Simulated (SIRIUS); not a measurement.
**Ag in SIRIUS: convergence with k mesh**

Input of the first run (k mesh 2 × 2 × 2); the others differ in this setting and in those tied to it:

The input sirius.json:

```json
{
  "control": {
    "processing_unit": "cpu",
    "std_evp_solver_name": "lapack",
    "gen_evp_solver_name": "lapack",
    "verbosity": 2,
    "print_forces": true,
    "ortho_rf": true,
    "use_second_variation": true,
    "rmt_max": 3.0,
    "num_bands_to_print": 18,
    "save_wf": true
  },
  "parameters": {
    "electronic_structure_method": "full_potential_lapwlo",
    "xc_functionals": ["XC_GGA_X_PBE", "XC_GGA_C_PBE"],
    "core_relativity": "dirac",
    "valence_relativity": "iora",
    "num_fv_states": 18,
    "smearing": "fermi_dirac",
    "smearing_width": 0.0018374661,
    "pw_cutoff": 20,
    "gk_cutoff": 3.46,
    "lmax_apw": 10,
    "lmax_rho": 8,
    "lmax_pot": 8,
    "num_mag_dims": 0,
    "auto_rmt": 0,
    "ngridk": [2, 2, 2],
    "shiftk": [0, 0, 0],
    "num_dft_iter": 80,
    "energy_tol": 1e-07,
    "density_tol": 1e-05,
    "use_symmetry": true
  },
  "settings": {"tol_ne": 1e-10},
  "iterative_solver": {"type": "exact"},
  "mixer": {"type": "anderson", "beta": 0.5, "max_history": 8},
  "unit_cell": {
    "lattice_vectors": [
      [-3.1287326171, 3.1287326171, 3.1287326171],
      [3.1287326171, -3.1287326171, 3.1287326171],
      [3.1287326171, 3.1287326171, -3.1287326171]
    ],
    "atom_types": ["Ag"],
    "atom_files": {"Ag": "Ag.json"},
    "atoms": {"Ag": [[0.0, 0.0, 0.0]]}
  }
}
```

File Ag.json:

```json
{
  "name": "silver",
  "symbol": "Ag",
  "number": 47,
  "mass": 107.8682,
  "rmin": 1e-06,
  "rmt": 2.54,
  "nrmt": 800,
  "rinf": 15.52,
  "core": "1s2s2p3s3p3d",
  "valence": [
    {"basis": [{"enu": -0.16, "dme": 0, "n": 0, "auto": 0}, {"enu": -0.16, "dme": 1, "n": 0, "auto": 0}]},
    {"l": 0, "n": 1, "basis": [{"enu": -0.06, "dme": 0, "n": 0, "auto": 0}]},
    {"l": 1, "n": 2, "basis": [{"enu": -0.06, "dme": 0, "n": 0, "auto": 0}]},
    {"l": 2, "n": 3, "basis": [{"enu": -0.0649, "dme": 0, "n": 0, "auto": 0}]},
    {"l": 3, "n": 4, "basis": [{"enu": -0.06, "dme": 0, "n": 0, "auto": 0}]}
  ],
  "lo": [
    {"l": 0, "basis": [{"enu": -0.06, "dme": 0, "n": 0, "auto": 0}, {"enu": -0.06, "dme": 1, "n": 0, "auto": 0}]},
    {
      "l": 0,
      "basis": [{"enu": -3.3697, "dme": 0, "n": 4, "auto": 1}, {"enu": -3.3697, "dme": 1, "n": 4, "auto": 1}]
    },
    {
      "l": 0,
      "basis": [{"enu": -3.3697, "dme": 1, "n": 4, "auto": 1}, {"enu": -0.06, "dme": 0, "n": 0, "auto": 0}]
    },
    {"l": 0, "basis": [{"enu": -0.06, "dme": 0, "n": 0, "auto": 0}, {"enu": 2.42, "dme": 0, "n": 0, "auto": 0}]},
    {"l": 1, "basis": [{"enu": -0.06, "dme": 0, "n": 0, "auto": 0}, {"enu": -0.06, "dme": 1, "n": 0, "auto": 0}]},
    {
      "l": 1,
      "basis": [{"enu": -2.0395, "dme": 0, "n": 4, "auto": 1}, {"enu": -2.0395, "dme": 1, "n": 4, "auto": 1}]
    },
    {
      "l": 1,
      "basis": [{"enu": -2.0395, "dme": 1, "n": 4, "auto": 1}, {"enu": -0.06, "dme": 0, "n": 0, "auto": 0}]
    },
    {"l": 1, "basis": [{"enu": -0.06, "dme": 0, "n": 0, "auto": 0}, {"enu": 2.792, "dme": 0, "n": 0, "auto": 0}]},
    {
      "l": 2,
      "basis": [{"enu": -0.0649, "dme": 0, "n": 0, "auto": 0}, {"enu": -0.0649, "dme": 1, "n": 0, "auto": 0}]
    },
    {
      "l": 2,
      "basis": [{"enu": -0.0649, "dme": 1, "n": 0, "auto": 0}, {"enu": -0.0649, "dme": 2, "n": 0, "auto": 0}]
    },
    {
      "l": 2,
      "basis": [{"enu": -0.0649, "dme": 0, "n": 0, "auto": 0}, {"enu": 2.3531, "dme": 0, "n": 0, "auto": 0}]
    },
    {"l": 3, "basis": [{"enu": -0.06, "dme": 0, "n": 0, "auto": 0}, {"enu": -0.06, "dme": 1, "n": 0, "auto": 0}]},
    {"l": 3, "basis": [{"enu": -0.06, "dme": 0, "n": 0, "auto": 0}, {"enu": 2.637, "dme": 0, "n": 0, "auto": 0}]}
  ],
  "free_atom": [... radial grid and density of the free atom, the start of the SCF ...]
}
```

The input sirius_start.json:

```json
{
  "control": {
    "processing_unit": "cpu",
    "std_evp_solver_name": "lapack",
    "gen_evp_solver_name": "lapack",
    "verbosity": 1,
    "print_forces": false,
    "ortho_rf": true,
    "use_second_variation": true,
    "rmt_max": 3.0,
    "num_bands_to_print": 18,
    "save_wf": false
  },
  "parameters": {
    "electronic_structure_method": "full_potential_lapwlo",
    "xc_functionals": ["XC_LDA_X", "XC_LDA_C_PW"],
    "core_relativity": "dirac",
    "valence_relativity": "iora",
    "num_fv_states": 18,
    "smearing": "fermi_dirac",
    "smearing_width": 0.0055123983,
    "pw_cutoff": 20,
    "gk_cutoff": 2.77,
    "lmax_apw": 10,
    "lmax_rho": 8,
    "lmax_pot": 8,
    "num_mag_dims": 0,
    "auto_rmt": 0,
    "ngridk": [1, 1, 1],
    "shiftk": [0, 0, 0],
    "num_dft_iter": 30,
    "energy_tol": 0.01,
    "density_tol": 0.05,
    "use_symmetry": true
  },
  "settings": {"tol_ne": 1e-10},
  "iterative_solver": {"type": "exact"},
  "mixer": {"type": "anderson", "beta": 0.5, "max_history": 8},
  "unit_cell": {
    "lattice_vectors": [
      [-3.1287326171, 3.1287326171, 3.1287326171],
      [3.1287326171, -3.1287326171, 3.1287326171],
      [3.1287326171, 3.1287326171, -3.1287326171]
    ],
    "atom_types": ["Ag"],
    "atom_files": {"Ag": "Ag.json"},
    "atoms": {"Ag": [[0.0, 0.0, 0.0]]}
  }
}
```

Potentials or basis: all-electron FP-LAPW, apw+lo standard.

Command:

```console
$ OMP_NUM_THREADS=1 sirius.scf --input=sirius_start.json --output=start.json
$ OMP_NUM_THREADS=1 sirius.scf --input=sirius.json --output=output.json --task=1
```

This isn't the form of Ag at room conditions, which is fcc.

Hardware: 1 thread of AMD EPYC 9R45 96-Core Processor (Zen 5), on a shared host.

| k mesh | energy less the tightest run, at zero smearing (meV/atom) | SCF cycles | CPU time (s) | peak memory (GiB) |
| --- | --- | --- | --- | --- |
| 2 × 2 × 2 | 2056.34 | 8 | 14 | 0.25 |
| 3 × 3 × 3 | -365.29 | 8 | 13 | 0.26 |
| 5 × 5 × 5 | -25.27 | 7 | 12 | 0.26 |
| 7 × 7 × 7 | -20.64 | 7 | 13 | 0.27 |
| 9 × 9 × 9 | -18.54 | 7 | 13 | 0.29 |
| 11 × 11 × 11 | -17.17 | 8 | 16 | 0.31 |
| 14 × 14 × 14 | 0.00 | 8 | 18 | 0.35 |

Not settled before the last step: the energy (to 1 meV/atom). Meshes of other sizes hit other points, so gaps and Fermi surfaces needn't settle smoothly. The tightest run that finished is the yardstick and may itself not be fully converged.
